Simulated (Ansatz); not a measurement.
Given:

```xyz
10
Lattice="2.6137 1.5090 4.2470 -2.6137 1.5090 4.2470 0.0000 -3.0181 4.2470" Properties=species:S:1:pos:R:3 pbc="T T T"
La     0.0000     0.0000     3.1852
La     0.0000     0.0000     9.5557
Al     0.0000     0.0000     0.0000
Al     0.0000     0.0000     6.3705
O      0.1132     1.5090     7.4322
O     -1.3634    -0.6565     7.4322
O      1.2503    -0.8525     7.4322
O     -0.1132    -1.5090     5.3087
O      1.3634     0.6565     5.3087
O     -1.2503     0.8525     5.3087
```

No spin polarisation.

Method: PBE, PAW, 420 eV (Ansatz, a first-principles code; no SOC). Settings: 8×8×8 k-points, 0.05 eV Fermi–Dirac smearing.

Q: Predict the band gap, width of the top valence band, gap character and space group.

A: 
- Band gap = 3.85 eV
- Width of the top valence band = 0.60 eV
- Gap character = direct at Γ
- Space group = R-3c (No. 167)

The cells carry an imposed strain or load. Whether these cells are dynamically stable was not tested. The cell was made from LaAlO$_{3}$ (space group R-3c, No. 167) by this change: isotropic strain −3.43 %.
